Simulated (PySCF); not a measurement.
Computed with delta-SCF UKS SCAN, pcX-2 on the ionised atom, pcseg-1 elsewhere, spin-free X2C in PySCF 2.14.0. Geometries: PBE0-D3(BJ)/def2-SVP; isolated species, one conformer each. Values against the vacuum level.

Question: Rank by computed C 1s binding energy, lowest first.
A. C3 in `[CH3:1][O:2][CH2:3][C@H:4]([CH3:5])[SiH3:6]`
B. C2 in `[F:1][CH2:2][CH:3]([Cl:4])[Cl:5]`
C. C1 in `[CH2:1]=[CH:2][CH2:3][N+:4]([CH3:5])([CH3:6])[AlH3-:7]`
D. C1 in `[CH3:1][CH:2]([CH3:3])[NH3+:4]`
E. C1 in `[CH3:1][CH2:2][CH2:3][NH3+:4]`

Answer: C (290.84 eV), A (291.98 eV), B (294.06 eV), E (295.15 eV), D (295.75 eV).

From the lowest up, the atoms are bonded to: C (double bond) and 2 H (290.84); O, C and 2 H (291.98); F, C and 2 H (294.06); C and 3 H in a species of charge +1 (295.15); C and 3 H in a species of charge +1 (295.75).

Question: Rank by computed N 1s binding energy, lowest first.
A. Nitrogen in `C=CC[N+](C)(C)[AlH3-]`
B. Nitrogen in `C[NH+](C)C`
C. Nitrogen in `CCN(CC)[P+](C)(C)C`
D. Nitrogen in `CC(C)[NH3+]`
E. Nitrogen in `CCC[NH3+]`

Answer: A (406.28 eV), C (409.06 eV), B (413.97 eV), D (414.59 eV), E (414.85 eV).

From the lowest up, the atoms are bonded to: 3 C and Al (406.28); 2 C and P in a species of charge +1 (409.06); 3 C and H in a species of charge +1 (413.97); C and 3 H in a species of charge +1 (414.59); C and 3 H in a species of charge +1 (414.85).
